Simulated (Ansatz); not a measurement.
A (001) slab of Au (Cmcm (No. 63)), 6 planes, outer planes Au (top) and Au (bottom), with 6 atoms (Au6) in a surface cell of A = 7.098 Å², as cut from the bulk:

```xyz
6
Lattice="2.8200 0.0000 0.0000 -1.4100 2.5170 0.0000 0.0000 0.0000 27.0017" Properties=species:S:1:pos:R:3 pbc="T T T"
Au    0.0000    1.6921    7.5000
Au    1.4100    0.8249    9.9003
Au    0.0000    1.6921   12.3007
Au    1.4100    0.8249   14.7010
Au    0.0000    1.6921   17.1014
Au    1.4100    0.8249   19.5017
```

Method: DFT PBEsol, scalar-relativistic, plane waves, PAW in Ansatz. Plane waves to 420 eV, a k mesh through Γ of 14×14×1 on the computed 6-atom cell and Gaussian smearing (0.10 eV); no spin polarisation. The cell repeats along c with a dipole correction in the vacuum.

Against the same 6 atoms in the bulk, the slab as cut lies 0.837 eV higher and the relaxed slab 0.834 eV higher.

(1) Work out the surface energy before and after relaxation.

(2) What is the ideal work of this cut, per area?

Results:

(1) The slab has two faces, so γ = (E_slab − N·E_bulk)/(2A), the mean of both. As cut: 0.837/(2 × 7.098) = 0.0590 eV/Å², and 1 eV/Å² = 16.02 J/m², so γ = 0.94 J/m². Relaxed: 0.834/(2 × 7.098) = 0.0587 eV/Å² = 0.94 J/m². Relaxation recovers 0.4 % of the cost of cutting.

(2) Griffith's ideal work is 2γ: 1.89 J/m² if the new faces stay rigid, 1.88 J/m² if they relax. One thickness was run, 6 planes, so γ can still shift with it.

The reference crystal is a form of Au, which isn't its usual structure.